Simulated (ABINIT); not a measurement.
# ZnSe (Stilleite) (F-43m) in ABINIT: a series of runs

One crystal, ZnSe (Stilleite), is run at these levels: PBE; tasks: relaxation of cell and atoms.

Everything below comes from runs of ABINIT 10.8.3 (patched build). Logs are shortened: lines on timing, memory, paths and dates and some standing lists are left out, and cuts for length are marked. The log counts tension as positive stress, the text compression.

## (1) The crystal as given

The structure is cubic, space group F-43m (No. 216). Conventional cell: a = 5.668 Å, b = 5.668 Å, c = 5.668 Å, α = 90.00°, β = 90.00°, γ = 90.00°. Se (site symmetry -43m) is surrounded by 4 Zn at 2.45 Å. Zn (site symmetry -43m) is surrounded by 4 Se at 2.45 Å.

## (2) Relaxation of cell and atoms, PBE, target pressure 20 GPa, at which the enthalpy is minimised

run.abi reads:

```
# Pseudopotentials
pp_dirpath "./"
pseudos "Se.GGA_PBE-JTH.xml, Zn.GGA_PBE-JTH.xml"

# Structure
acell 3*1.0
rprim
     0.0000000000     5.3551058920     5.3551058920
     5.3551058920     0.0000000000     5.3551058920
     5.3551058920     5.3551058920     0.0000000000
ntypat 2
znucl 34 30
natom 2
typat 1 2
xred
     0.7500000000     0.7500000000     0.7500000000
     0.0000000000     0.0000000000     0.0000000000
chkprim 0
chksymtnons 0
tolsym 1.0e-6

# Plane-wave basis
ecut 598.650497 eV
pawecutdg 44.0
pawxcdev 0
pawovlp -1

# k points
kptopt 1
ngkpt 8 8 8
nshiftk 1
shiftk 0.0 0.0 0.0

# Exchange and correlation
ixc 11

# Bands and occupations
nband 13
occopt 3
tsmear 0.05 eV

# SCF cycle
nstep 100
tolvrs 1.0e-9

# Output
iomode 3
prtwf 0
prtden 0
prteig 0
prtebands 0

# Relaxation
ionmov 2
ntime 60
tolmxf 0.0001
optcell 2
dilatmx 1.08
ecutsm 0.5
strtarget 3*-6.797862e-04 3*0.0
```

Potentials or basis: JTH PAW PBE v2.0.

Command:

```sh
$ abinit run.abi > log 2>&1
```

run.abo:

```text
.Version 10.8.3 of ABINIT
 Symmetries : space group F-4 3 m (#216); Bravais cF (face-center cubic)
================================================================================
 Values of the parameters that define the memory need of the present run
     intxc =       0    ionmov =       2      iscf =      17    lmnmax =      18
     lnmax =       6     mgfft =      36  mpssoang =       3    mqgrid =    3001
     natom =       2  nloc_mem =       2    nspden =       1   nspinor =       1
    nsppol =       1      nsym =      24    n1xccc =       1    ntypat =       2
    occopt =       3   xclevel =       2
       mpw =        1924          nfft =       46656          nkpt =          29
 PAW method is used; the additional fine FFT grid is defined by:
   mgfftf=        50    nfftf =    125000
================================================================================
================================================================================

--------------------------------------------------------------------------------
------------- Echo of variables that govern the present computation ------------
--------------------------------------------------------------------------------
 -outvars: echo values of preprocessed input variables --------
            acell      1.0000000000E+00  1.0000000000E+00  1.0000000000E+00 Bohr
              amu      7.89600000E+01  6.53900000E+01
          chkprim           0
      chksymtnons           0
          dilatmx      1.08000000E+00
             ecut      2.20000000E+01 Hartree
           ecutsm      5.00000000E-01 Hartree
           ionmov           2
              ixc          11
         kptrlatt        8    0    0      0    8    0      0    0    8
          kptrlen      6.05861070E+01
            natom           2
            nband          13
            ngfft          36      36      36
          ngfftdg          50      50      50
             nkpt          29
            nstep         100
             nsym          24
            ntime          60
           ntypat           2
           occopt           3
          optcell           2
        pawecutdg      4.40000000E+01 Hartree
          pawovlp     -1.0000000000E+00
         pawxcdev           0
           prtden           0
        prtebands           0
           prteig           0
            prtwf           0
            rprim      0.0000000000E+00  5.3551058920E+00  5.3551058920E+00
                       5.3551058920E+00  0.0000000000E+00  5.3551058920E+00
                       5.3551058920E+00  5.3551058920E+00  0.0000000000E+00
          spgroup         216
        strtarget     -6.79786200E-04 -6.79786200E-04 -6.79786200E-04
                       0.00000000E+00  0.00000000E+00  0.00000000E+00
           tolmxf      1.00000000E-04
           tolsym      1.00000000E-06
           tolvrs      1.00000000E-09
           tsmear      1.83746611E-03 Hartree
            typat      1  2
           useylm           1
           xangst      4.2506999971E+00  4.2506999971E+00  4.2506999971E+00
                       0.0000000000E+00  0.0000000000E+00  0.0000000000E+00
            xcart      8.0326588380E+00  8.0326588380E+00  8.0326588380E+00
                       0.0000000000E+00  0.0000000000E+00  0.0000000000E+00
             xred      7.5000000000E-01  7.5000000000E-01  7.5000000000E-01
                       0.0000000000E+00  0.0000000000E+00  0.0000000000E+00
            znucl       34.00000   30.00000

================================================================================

 chkinp: Checking input parameters for consistency.

================================================================================
== DATASET  1 ==================================================================

--- !DatasetInfo
iteration_state: {dtset: 1, }
dimensions: {natom: 2, nkpt: 29, mband: 13, nsppol: 1, nspinor: 1, nspden: 1, mpw: 1924, }
cutoff_energies: {ecut:  22.0, pawecutdg:  44.0, }
electrons: {nelect:   1.80000000E+01, charge:   0.00000000E+00, occopt:   3.00000000E+00, tsmear:   1.83746611E-03, }
meta: {optdriver: 0, ionmov: 2, optcell: 2, iscf: 17, paral_kgb: 0, }
...

 Exchange-correlation functional for the present dataset will be:
  GGA: Perdew-Burke-Ernzerhof functional - ixc=11
  J.P.Perdew, K.Burke, M.Ernzerhof, PRL 77, 3865 (1996)

 Real(R)+Recip(G) space primitive vectors, cartesian coordinates (Bohr,Bohr^-1):
[... 34 lines left out ...]
--------------------------------------------------------------------------------

================================================================================

=== [ionmov= 2] Broyden-Fletcher-Goldfarb-Shanno method (forces)
================================================================================

--- Iteration: ( 1/60) Internal Cycle: (1/1)
--------------------------------------------------------------------------------

---SELF-CONSISTENT-FIELD CONVERGENCE--------------------------------------------
[... 428 lines left out ...]
  0.00000000000000E+00  5.04825611698889E+00  5.04825611698889E+00
  5.04825611698889E+00  0.00000000000000E+00  5.04825611698889E+00
  5.04825611698889E+00  5.04825611698889E+00  0.00000000000000E+00
 Unitary Cell Volume (ucvol) [Bohr^3]=  2.57308501876626E+02
 Angles (23,13,12)= [degrees]
  6.00000000000000E+01  6.00000000000000E+01  6.00000000000000E+01
 Lengths [Bohr]
  7.13931226697863E+00  7.13931226697863E+00  7.13931226697863E+00
 Stress tensor in cartesian coordinates (strten) [Ha/bohr^3]
 -6.62744488406048E-04  0.00000000000000E+00  0.00000000000000E+00
  0.00000000000000E+00 -6.62744488406046E-04  0.00000000000000E+00
  0.00000000000000E+00  0.00000000000000E+00 -6.62744488406048E-04
 Total energy (etotal) [Ha]= -7.39256929956050E+01

 Difference of energy with previous step (new-old):
           Absolute (Ha)=-5.56513E-03
           Relative     =-7.52828E-05

--- Iteration: ( 5/60) Internal Cycle: (1/1)
--------------------------------------------------------------------------------

---SELF-CONSISTENT-FIELD CONVERGENCE--------------------------------------------
[... 101 lines left out ...]
 Difference of energy with previous step (new-old):
           Absolute (Ha)= 6.10467E-04
           Relative     = 8.25788E-06

 At Broyd/MD step   5, gradients are converged :
  max grad (force/stress) = 5.9831E-05 < tolmxf= 1.0000E-04 ha/bohr (free atoms)

================================================================================

 ----iterations are completed or convergence reached----

 Mean square residual over all n,k,spin=   27.619E-13; max=  44.140E-12
 reduced coordinates (array xred) for    2 atoms
       0.750000000000      0.750000000000      0.750000000000
      -0.000000000000      0.000000000000     -0.000000000000
 rms dE/dt=  0.0000E+00; max dE/dt=  0.0000E+00; dE/dt below (all hartree)
    1       0.000000000000      0.000000000000      0.000000000000
    2       0.000000000000      0.000000000000      0.000000000000

 cartesian coordinates (angstrom) at end:
    1      4.00240389449713     4.00240389449713     4.00240389449713
    2      0.00000000000000    -0.00000000000000    -0.00000000000000

 cartesian forces (hartree/bohr) at end:
    1     -0.00000000000000    -0.00000000000000    -0.00000000000000
    2     -0.00000000000000    -0.00000000000000    -0.00000000000000
 frms,max,avg= 0.0000000E+00 0.0000000E+00   0.000E+00  0.000E+00  0.000E+00 h/b

 cartesian forces (eV/Angstrom) at end:
    1     -0.00000000000000    -0.00000000000000    -0.00000000000000
    2     -0.00000000000000    -0.00000000000000    -0.00000000000000
 frms,max,avg= 0.0000000E+00 0.0000000E+00   0.000E+00  0.000E+00  0.000E+00 e/A
 length scales=  7.130886411219  7.130886411219  7.130886411219 bohr
              =  3.773502579795  3.773502579795  3.773502579795 angstroms
 Fermi (or HOMO) energy (hartree) =   0.20450   Average Vxc (hartree)=  -0.36748
 Eigenvalues (hartree) for nkpt=  29  k points:
 kpt#   1, nband= 13, wtk=  0.00195, kpt=  0.0000  0.0000  0.0000 (reduced coord)
  -0.37131   -0.10527   -0.10527   -0.10527   -0.08481   -0.08481    0.16545    0.16545
   0.16545    0.24133    0.37463    0.37463    0.37463
      occupation numbers for kpt#   1
   2.00000    2.00000    2.00000    2.00000    2.00000    2.00000    2.00000    2.00000
   2.00000    0.00000    0.00000    0.00000    0.00000
 prteigrs : prtvol=0 or 1, do not print more k-points.

--- !EnergyTerms
iteration_state     : {dtset: 1, itime: 5, icycle: 1, }
comment             : Components of total free energy in Hartree
kinetic             :  1.01427346708724E+01
hartree             :  2.06867986541841E+01
xc                  : -8.17617325458305E+00
Ewald energy        : -4.66431142813522E+01
psp_core            :  2.76883924256507E+00
local_psp           : -7.22558146025170E+01
PAW spherical_terms :  1.95516382694620E+01
internal            : -7.39250913013688E+01
'-kT*entropy'       : -6.09536012453196E-13
total_energy        : -7.39250913013694E+01
total_energy_eV     : -2.01160421267097E+03
...

--- !EnergyTermsDC
iteration_state     : {dtset: 1, itime: 5, icycle: 1, }
comment             : '"Double-counting" decomposition of free energy'
band_energy         : -1.27449007471474E+00
Ewald energy        : -4.66431142813522E+01
psp_core            :  2.76883924256507E+00
xc_dc               : -2.29994136069507E+01
PAW spherical_terms : -5.77690380814570E+00
internal            : -7.39250825285983E+01
'-kT*entropy'       : -6.09536012453196E-13
total_energy_dc     : -7.39250825285989E+01
total_energy_dc_eV  : -2.01160397395173E+03
...

--- !EnergyTermsWithPAWCore
iteration_state     : {dtset: 1, itime: 5, icycle: 1, }
comment             : 'Components of total free energy, including PAW core contributions'
Total energy        : -4.22618659767821E+03
Total energy DC     : -4.22618658890544E+03
Total energy (eV)   : -1.15000395857010E+05
Total energy DC (eV): -1.15000395618291E+05
...

 Cartesian components of stress tensor (hartree/bohr^3)
  sigma(1 1)= -6.79187892E-04  sigma(3 2)=  0.00000000E+00
  sigma(2 2)= -6.79187892E-04  sigma(3 1)=  0.00000000E+00
  sigma(3 3)= -6.79187892E-04  sigma(2 1)=  0.00000000E+00

-Cartesian components of stress tensor (GPa)         [Pressure=  1.9982E+01 GPa]
- sigma(1 1)= -1.99823977E+01  sigma(3 2)=  0.00000000E+00
- sigma(2 2)= -1.99823977E+01  sigma(3 1)=  0.00000000E+00
- sigma(3 3)= -1.99823977E+01  sigma(2 1)=  0.00000000E+00

== END DATASET(S) ==============================================================
================================================================================

 -outvars: echo values of variables after computation  --------
            acell      7.1308864112E+00  7.1308864112E+00  7.1308864112E+00 Bohr
           etotal     -7.3925082529E+01
            fcart     -0.0000000000E+00 -0.0000000000E+00 -0.0000000000E+00
                      -0.0000000000E+00 -0.0000000000E+00 -0.0000000000E+00
            rprim      0.0000000000E+00  7.0710678119E-01  7.0710678119E-01
                       7.0710678119E-01  0.0000000000E+00  7.0710678119E-01
                       7.0710678119E-01  7.0710678119E-01  0.0000000000E+00
           strten     -6.7918789229E-04 -6.7918789229E-04 -6.7918789229E-04
                       0.0000000000E+00  0.0000000000E+00  0.0000000000E+00
           xangst      4.0024038945E+00  4.0024038945E+00  4.0024038945E+00
                       1.8754302086E-30 -1.9809086313E-29 -3.6769681259E-30
             xred      7.5000000000E-01  7.5000000000E-01  7.5000000000E-01
                      -4.7524222909E-30  3.3743874064E-30 -2.6715234808E-30
 Calculation completed.
```

It took 3.3 min on 1 thread of Arm Neoverse V2, shared host; peak memory 0.14 GiB.

What came out:

```yaml
Free_energy: -2011.6040 eV
Relaxed_volume: 19.00 Å³/atom
Relaxed_cell: a = 3.774 Å, b = 3.774 Å, c = 3.774 Å, α = 60.00°, β = 60.00°, γ = 60.00°
Space_group_after_relaxing_to_0.05_Å: F-43m (No. 216)
Energy_change_on_relaxing_the_enthalpy_is_what_falls: +228.0 meV/atom
Ionic_steps: 5
Pressure_after_relaxing: 20.0 GPa
Band_gap_on_the_k_mesh: 2.06 eV, direct
```

The path:
| step | energy change (eV) | largest force (eV/Å) | pressure (GPa) | volume (Å³) |
| --- | --- | --- | --- | --- |
| 1 | 0.0000 | 0.0000 | 2.11 | 45.51 |
| 2 | 0.0625 | 0.0000 | 6.27 | 43.07 |
| 3 | 0.5908 | 0.0000 | 23.82 | 37.01 |
| 4 | 0.4393 | 0.0000 | 19.50 | 38.13 |
| 5 | 0.4560 | 0.0000 | 19.98 | 37.99 |

Final structure:
```
Se Zn
1.0
     0.00000    2.66827    2.66827
     2.66827    0.00000    2.66827
     2.66827    2.66827    0.00000
Se Zn
1 1
Direct
  0.75000 0.75000 0.75000
  0.00000 0.00000 0.00000
```

Levels at points of the mesh, in eV from the valence-band top:
| k point | band 5 | band 6 | band 7 | band 8 | band 9 | band 10 | band 11 | band 12 | band 13 |
| --- | --- | --- | --- | --- | --- | --- | --- | --- | --- |
| (0.00, 0.00, 0.00) | -6.81 | -6.81 | 0.00 | 0.00 | 0.00 | 2.06 | 5.69 | 5.69 | 5.69 |
| (0.50, 0.00, 0.00) | -6.78 | -6.62 | -6.49 | -1.17 | -1.17 | 2.84 | 6.29 | 6.29 | 8.94 |
| (0.50, 0.50, 0.00) | -6.73 | -6.56 | -5.58 | -2.92 | -2.92 | 2.50 | 3.32 | 12.20 | 12.59 |

Caveat: the volume moved by over 15 % at a fixed basis, so the end points are rough; the atomic spheres overlap. A k mesh can miss the band edges.

## (3) Relaxation of cell and atoms, PBE, target pressure 30 GPa, at which the enthalpy is minimised

Edit run.abi of step 2 so:

```diff
@@ -59,2 +59,2 @@
 ecutsm 0.5
-strtarget 3*-6.797862e-04 3*0.0
+strtarget 3*-1.019679e-03 3*0.0
```

Potentials or basis: JTH PAW PBE v2.0.

Command:

```sh
$ abinit run.abi > log 2>&1
```

run.abo:

```text
.Version 10.8.3 of ABINIT
 Symmetries : space group F-4 3 m (#216); Bravais cF (face-center cubic)
================================================================================
 Values of the parameters that define the memory need of the present run
     intxc =       0    ionmov =       2      iscf =      17    lmnmax =      18
     lnmax =       6     mgfft =      36  mpssoang =       3    mqgrid =    3001
     natom =       2  nloc_mem =       2    nspden =       1   nspinor =       1
    nsppol =       1      nsym =      24    n1xccc =       1    ntypat =       2
    occopt =       3   xclevel =       2
       mpw =        1924          nfft =       46656          nkpt =          29
 PAW method is used; the additional fine FFT grid is defined by:
   mgfftf=        50    nfftf =    125000
================================================================================
================================================================================

--------------------------------------------------------------------------------
[... 894 lines left out ...]
- sigma(1 1)= -3.00021224E+01  sigma(3 2)=  0.00000000E+00
- sigma(2 2)= -3.00021224E+01  sigma(3 1)=  0.00000000E+00
- sigma(3 3)= -3.00021224E+01  sigma(2 1)=  0.00000000E+00

== END DATASET(S) ==============================================================
================================================================================

 -outvars: echo values of variables after computation  --------
            acell      6.9803873856E+00  6.9803873856E+00  6.9803873856E+00 Bohr
           etotal     -7.3911715015E+01
            fcart     -3.1964351815E-31 -3.1964351815E-31  9.5893055445E-31
                       3.1964351815E-31  3.1964351815E-31 -9.5893055445E-31
            rprim      0.0000000000E+00  7.0710678119E-01  7.0710678119E-01
                       7.0710678119E-01  0.0000000000E+00  7.0710678119E-01
                       7.0710678119E-01  7.0710678119E-01  0.0000000000E+00
           strten     -1.0197514147E-03 -1.0197514147E-03 -1.0197514147E-03
                       0.0000000000E+00  0.0000000000E+00  0.0000000000E+00
           xangst      3.9179322241E+00  3.9179322241E+00  3.9179322241E+00
                      -3.5334391121E-29 -8.7078019713E-30  6.2496612684E-29
             xred      7.5000000000E-01  7.5000000000E-01  7.5000000000E-01
                       1.7060632383E-29  6.8665091971E-30 -2.0394458036E-29
 Calculation completed.
```

Run time: 4.5 min. Hardware: 1 thread of Arm Neoverse V2, shared host; peak memory 0.14 GiB.

Results:

| Item | Value |
| --- | --- |
| Free energy | -2011.2402 eV |
| Relaxed volume | 17.82 Å³/atom |
| Relaxed cell | a = 3.694 Å, b = 3.694 Å, c = 3.694 Å, α = 60.00°, β = 60.00°, γ = 60.00° |
| Space group after relaxing (to 0.05 Å) | F-43m (No. 216) |
| Energy change on relaxing (the enthalpy is what falls) | +409.9 meV/atom |
| Ionic steps | 6 |
| Pressure after relaxing | 30.0 GPa |
| Band gap on the k mesh | 2.30 eV, indirect (least direct gap 2.36 eV) |

Step by step:
```csv
step,energy change (eV),largest force (eV/Å),pressure (GPa),volume (Å³)
1,0.0000,0.0000,2.11,45.51
2,0.1258,0.0000,9.08,41.74
3,1.1310,0.0000,38.03,34.17
4,0.7744,0.0000,28.80,35.89
5,0.8179,0.0000,29.95,35.65
6,0.8197,0.0000,30.00,35.64
```

Final structure:
```yaml
crystal:
  lattice:
    - [0.00000, 2.61195, 2.61195]
    - [2.61195, 0.00000, 2.61195]
    - [2.61195, 2.61195, 0.00000]
  atoms:
    - { symbol: Se, position: [0.75000, 0.75000, 0.75000] }
    - { symbol: Zn, position: [0.00000, 0.00000, 0.00000] }
```

Caveat: the volume moved by over 15 % at a fixed basis, so the end points are rough; the atomic spheres overlap. Expect the measured gap to be larger: semilocal functionals such as PBE lack the derivative discontinuity.
